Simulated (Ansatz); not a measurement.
Runs of Ansatz 0.2.0 on Sn. It takes space group I4_1/amd (No. 141, tetragonal). The conventional cell has a = 5.880 Å, b = 5.880 Å, c = 3.199 Å, α = 90.00°, β = 90.00°, γ = 90.00°. Sn (site symmetry -4m2) is surrounded by 6 Sn at 3.05 to 3.20 Å. 

```csv
task,level,potentials or basis,spin,cell,k mesh,cutoff (eV),smearing,basis error allowed,other keys,mesh quality,gap on the mesh (eV),pressure (GPa)
projected density of states,PBE,"all-electron LAPW, scalar-relativistic","collinear, ferrimagnetic start",as given,11 × 11 × 11,208,tetrahedron,0.001 eV/atom,kpoints.mp_grid.grid = 11 × 11 × 11; scf.occupations.width = left out;,not flagged,-,(a)
electric field gradients,r2SCAN50,all-electron PAW datasets made for the crystal,off,as given,4 × 4 × 4,240,fermi-dirac 0.05 eV,-,-,coarse,none,-3.0
single point,PBE,"all-electron LAPW, scalar-relativistic",off,as given,9 × 9 × 9,208,fermi-dirac 0.05 eV,0.001 eV/atom,-,not flagged,none,1.4
single point,PBE,"all-electron LAPW, scalar-relativistic",off,"atoms moved at random, drawn with an rms of 0.05 Å",9 × 9 × 9,215,fermi-dirac 0.05 eV,0.001 eV/atom,-,not flagged,none,1.5
```

Problem. Fill in the values left out.

Solution. (a) 1.3.

Caveats: some runs use coarse meshes; the program warned that the printed levels may be off, so bands, gaps and densities of states are rough (some runs); spin-orbit coupling is left out, which moves the levels of the heavy elements (some runs); with tetrahedron occupations forces and stress needn't match the slope of the energy (some runs); the starting moments weren't kept (some runs).

A k mesh can miss the band edges, and the runs leave out spin-orbit coupling on Sn.

A gap of «none» marks a metal or a gap under the smearing width.

The runs don't all hold the same shells in valence.
